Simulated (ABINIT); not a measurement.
Crystal: PtSe2 (Sudovikovite).

```xyz
3
Lattice="3.7240 0.0000 0.0000 -1.8620 3.2251 0.0000 0.0000 0.0000 5.0620" Properties=species:S:1:pos:R:3 pbc="T T T"
Pt    0.0000    0.0000    0.0000
Se    1.8620    1.0750    3.7965
Se    0.0000    2.1501    1.2655
```

| Item | Value |
| --- | --- |
| Program | ABINIT 10.8.3 (patched build) |
| Task | relaxation of cell and atoms |
| Functional | PBEsol |
| Potentials or basis | JTH PAW PBE v2.0 |
| Cutoff | 435 eV |
| k mesh | 8 × 8 × 5 |
| Occupations | fermi-dirac, width 0.05 eV |
| Spin | no spin polarisation |

At the start: pressure 2.9 GPa; volume 20.27 Å³/atom.

Problem. How do energy, volume and symmetry change on relaxing?

Solution. Over 10 steps the energy falls by 11.2 meV/atom and the volume is 19.78 Å³/atom (-2.4 %); space group P-3m1 (No. 164, to 0.05 Å).

Step by step:
```tsv
step	energy change (eV)	largest force (eV/Å)	pressure (GPa)	volume (Å³)
1	0.0000	0.4540	2.89	60.80
2	-0.0112	0.2885	1.30	61.33
3	-0.0174	0.0883	-0.28	61.69
4	-0.0190	0.0264	-0.55	61.57
5	-0.0218	0.0702	-0.65	61.01
6	-0.0248	0.1114	-0.54	60.43
7	-0.0309	0.1602	-0.47	59.34
8	-0.0333	0.0386	-0.03	59.32
9	-0.0335	0.0019	0.06	59.32
10	-0.0335	0.0001	-0.01	59.35
```

Final structure:
```
Pt Se
1.0
     3.76430    0.00000    0.00000
    -1.88215    3.25998    0.00000
     0.00000    0.00000    4.83677
Pt Se
1 2
Direct
  0.00000 0.00000 0.00000
  0.66667 0.33333 0.73606
  0.33333 0.66667 0.26394
```

Caveat: the PAW data sets were made with another functional, which shifts forces and pressure a little; the atomic spheres overlap.
